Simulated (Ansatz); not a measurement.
# C: pressure up to the limit of the methods

An exercise on one series of results from a longer session: the logs are not shown, and one member is left open.

Method: DFT PBE, with the methods named in each step, in Ansatz 0.2.0.

2 further runs of the same task are left out: 1 for a known fault of the program, 1 set aside as unsound or not needed.

**Starting point**

It takes space group P6/mmm (No. 191, hexagonal). The conventional cell has a = 6.041 Å, b = 6.041 Å, c = 1.285 Å, α = 90.00°, β = 90.00°, γ = 120.00°. C (site symmetry 6/mmm) is surrounded by 2 C at 1.28 Å. C (site symmetry -6m2) is surrounded by 2 C at 1.28 Å.

Structure file:

```cif
data_structure
_symmetry_space_group_name_H-M 'P6/mmm'
_symmetry_Int_Tables_number 191
_cell_length_a 6.0408
_cell_length_b 6.0408
_cell_length_c 1.2847
_cell_angle_alpha 90.000
_cell_angle_beta 90.000
_cell_angle_gamma 120.000
_cell_volume 40.60
loop_
_atom_site_label
_atom_site_type_symbol
_atom_site_symmetry_multiplicity
_atom_site_Wyckoff_symbol
_atom_site_fract_x
_atom_site_fract_y
_atom_site_fract_z
_atom_site_occupancy
C1 C 1 a 0.00000 0.00000 0.00000 1
C2 C 2 d 0.33333 0.66667 0.50000 1
```

The file gives the conventional cell by its symmetry; the runs use the cell typed in the input.

Whether this phase is the stable one at these pressures isn't tested.

Atoms are numbered in the order of the input: C1, C2, C3.

Set-up of the first run:

Input file input.yaml:

```yaml
crystal:
  lattice:
    - [6.0407509384, 0.0, 0.0]
    - [-3.0203754692, 5.2314437706, 0.0]
    - [0.0, 0.0, 1.2847061718]
  atoms:
    - { symbol: C, position: [0.0, 0.0, 0.0] }
    - { symbol: C, position: [0.3333333333, 0.6666666667, 0.5] }
    - { symbol: C, position: [0.6666666667, 0.3333333333, 0.5] }
kpoints:
  mp_grid: { grid: [12, 12, 16] }
  band_path:
    path:
      - [0.0, 0.0, 0.0]
      - [0.5, 0.0, 0.0]
      - [0.3333333333, 0.3333333333, 0.0]
      - [0.0, 0.0, 0.0]
      - [0.0, 0.0, 0.5]
      - [0.5, 0.0, 0.5]
      - [0.3333333333, 0.3333333333, 0.5]
      - [0.0, 0.0, 0.5]
      - [0.5, 0.0, 0.5]
    npoints: 14
scf:
  occupations: { method: fermi_dirac, width: 0.05 }
hamiltonian:
  xc: pbe
  pseudopotentials: { kind: all_electron, lapw: { basis_error: 0.001 } }
output:
  forces: true
  stress: true
  eigenvalues: true
  populations: true
  dos: { projected: true, de: 0.2, e_range: [-14, 8] }
```

Launch:

```console
> ansatz run input.yaml --threads 1 --pin off --max-ram 3072MiB --backend cpu --events-out ev --progress --plain --runs-dir out
```

Steps of the session up to this table: The reference volume, LAPW; Volume scaled by 1, crystal datasets; Volume scaled by 1, norm-conserving; Volume scaled by 0.78, LAPW; Volume scaled by 0.58, LAPW; Volume scaled by 0.5, LAPW; Volume scaled by 0.43, LAPW; Volume scaled by 0.43, crystal datasets; Volume scaled by 0.43, norm-conserving.

One table of the session follows, with a row left open; its other results are not shown here.

 The rows PAW, 0.43 and PAW (partial_waves polarizable), 0.43 agree to the last digit and may rest on the same set-up.

| method | volume over the first | volume (Å³/atom) | pressure (GPa) |
| --- | --- | --- | --- |
| LAPW | 1 | 13.533 | -0.19 |
| LAPW | 0.78 | ? | ? |
| LAPW | 0.58 | 7.849 | 42.33 |
| LAPW | 0.5 | 6.767 | 69.68 |
| LAPW | 0.43 | 5.819 | 121.63 |
| PAW | 1 | 13.533 | 0.01 |
| PAW | 0.78 | 10.556 | 8.15 |
| PAW | 0.58 | 7.849 | 42.73 |
| PAW | 0.5 | 6.767 | 70.16 |
| PAW | 0.43 | 5.819 | 122.18 |
| PAW (partial_waves polarizable) | 0.43 | 5.819 | 122.18 |
| crystal datasets | 1 | 13.533 | -0.19 |
| crystal datasets | 0.43 | 5.819 | 121.63 |
| norm-conserving | 1 | 13.533 | -0.28 |
| norm-conserving | 0.43 | 5.819 | 121.27 |

Q: Estimate the row for LAPW, 0.78 from the others.

As computed: volume (Å³/atom): 10.556; pressure (GPa): 7.87.

Caveats from the session: Rows by PAW come from runs of the same series that aren't printed here. A fit over so wide a range leans to the high pressures, so B₀ can be off by several per cent. Warnings in the runs' records: crystal datasets made.
